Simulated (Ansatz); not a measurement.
A series in volume scale on NbN

Periodic Kohn-Sham DFT of a crystal at fixed atoms, scaled to volume_scale times the given cell; pressure positive in compression, energy less spherical unpolarised free atoms, largest_vzz the field gradient of largest size among the nuclei. The results are calculated, by Ansatz 0.2.0.

The cell before it is scaled or strained (space group Fm-3m, No. 225):
```
cell vectors (Å)
   0.0000     2.1945     2.1945
   2.1945     0.0000     2.1945
   2.1945     2.1945     0.0000
atoms (fractions of the cell vectors)
Nb  0.50000  0.50000  0.50000
N   0.00000  0.00000  0.00000
```

Settings of every row: method all-electron PAW; functional PBE; relativity scalar; k mesh 13x13x13; filling fermi-dirac; smearing width 0.08 eV; nucleus gaussian.

Atom start moment: 0 on all atoms.

| row | volume scale | V (Å³/atom) | pressure (GPa) |
| --- | --- | --- | --- |
| 1 | 0.94 | 9.934 | 30.933 |
| 2 | 0.9405 | 9.94 | 30.701 |
| 3 | 0.96 | 10.146 | ? |
| 4 | 0.98 | 10.357 | 14.193 |
| 5 | 0.99 | 10.463 | 10.535 |
| 6 | 1 | 10.568 | 7.066 |
| 7 | 1.01 | 10.674 | 3.777 |
| 8 | 1.02 | 10.78 | 0.658 |
| 9 | 1.04 | 10.991 | -5.107 |
| 10 | 1.06 | 11.202 | -10.289 |

Question: what pressure should row 3 give?

Worked fit of pressure. Take u = (V_r/V)^(2/3) − 1 with V_r = 10.568 Å³ an atom, which is twice the finite (Eulerian) strain; such expansions in the strain, on which the Birch-Murnaghan equation of state is built, carry the rest volume and the bulk modulus. The shown rows have u = 0.04211, 0.04169, 0.01354, 0.00668, 0, -0.00663, -0.01315, -0.02582, -0.0381. Least squares give pressure = 7.0787 + 508.287 × u + 1387.87 × u² GPa; a straight line predicts inner rows, each left out in turn, worse (root mean square 0.98 against 0.023 GPa). The rows lie off it by -0.011, 0.020, -0.022, -0.001, -0.013, 0.007, 0.023, 0.013, -0.017 (root mean square 0.016 GPa). The pressure vanishes at u = -0.0145, or V = 10.8 Å³ an atom, and there the bulk modulus at fixed shape and fractions is B = −V dP/dV = (2/3)(1 + u) dP/du = 307 GPa. The withheld row has u = 0.02754, so the fit gives 7.0787 + 508.287 × (0.02754) + 1387.87 × (0.02754)² = 22.130 GPa.

The calculation gave 22.118 GPa. The fit lies 0.012 GPa (0.029 % of the column's range) above it; its largest miss of a shown row is 0.023 GPa.
